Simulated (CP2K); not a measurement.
Runs of CP2K 2026.2 on KBr. The structure is cubic, space group Fm-3m (No. 225). Conventional cell: a = 6.600 Å, b = 6.600 Å, c = 6.600 Å, α = 90.00°, β = 90.00°, γ = 90.00°. Around Br (site symmetry m-3m) lie 6 K at 3.30 Å. Around K (site symmetry m-3m) lie 6 Br at 3.30 Å. 

| level | cutoff of the non-local correlation (Ry) | gap on the mesh (eV) | pressure (GPa) |
| --- | --- | --- | --- |
| HLE17 | - | 6.00 | 0.3 |
| PBEsol | - | 4.18 | -0.2 |
| LDA | - | 3.93 | (c) |
| WC | - | (b) | -0.1 |
| rev-vdW-DF2 | 300 | 4.22 | -0.1 |
| RPBE | - | 4.71 | (a) |

Alike in all rows: task band structure; potentials or basis POTENTIAL_UZH Br GTH-PBE-q7, K GTH-PBE-q9; TZVP-MOLOPT-PBE-GTH basis; no spin polarisation; cell as given; k mesh 7 × 7 × 7; smearing fermi-dirac 0.05 eV.

Task: Estimate the missing entries.

Result: (a) 2.1; (b) 4.24; (c) -1.4.

Caveats: the potentials were made for another functional, which shifts forces and pressure; the basis of atomic orbitals isn't converged, which shifts pressures, moduli and gaps; the potentials were made for a functional far from this one (some runs).

A k mesh can miss the band edges, and the runs leave out spin-orbit coupling on Br.

Runs at the PBE level aren't shown here.
